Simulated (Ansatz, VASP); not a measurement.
**One calculation of CoO, two programs**

```
CELL_PARAMETERS angstrom
2.85630 0.00000 0.00000
-1.42815 2.47363 0.00000
0.00000 0.00000 2.78761
ATOMIC_POSITIONS crystal
Co 0.00000 0.00000 0.00000
O 0.66667 0.33333 0.50000
```

Alike in both runs: task single point; functional LDA; k mesh 8 × 8 × 7; occupations gaussian, width 0.05 eV; collinear spin; Hubbard terms Co d U = 2.0 eV.

|  | VASP | Ansatz |
| --- | --- | --- |
| version | VASP 6.6.1 | Ansatz 0.2.0 |
| potentials or method | VASP PAW LDA potentials, release 64 (Co, O) | scalar-relativistic, plane waves, PAW |
| plane-wave cutoff (eV) | 520 | 420 |
| valence electrons in the cell | 15 | 23 |

Ansatz gave:

- gap on the k mesh at the Fermi level (eV): none
- pressure (GPa): -20.1
- largest component of the traceless stress (GPa): 4.52
- net moment per atom (μB): 1.50
- size of the moment on the site where the two differ most (μB): 2.52

Problem. Estimate VASP's values.

Solution. gap on the k mesh at the Fermi level (eV): none; pressure (GPa): -22.2; largest component of the traceless stress (GPa): 5.06; net moment per atom (μB): 1.50; size of the moment on the site where the two differ most (μB): 2.60.

Site moments also hang on the region over which each program counts them. The programs project onto different local orbitals, so the same U acts differently. A gap of «none» marks a metal or a gap that the smearing closes. The two sets of potentials don't hold the same shells in valence. Ansatz warned: «filled_band_counts_differ_across_k_points».

Caveats: a cell with one magnetic atom can't hold antiferromagnetic order, which such compounds often take. The state reached can hang on the start; a lower one may exist.
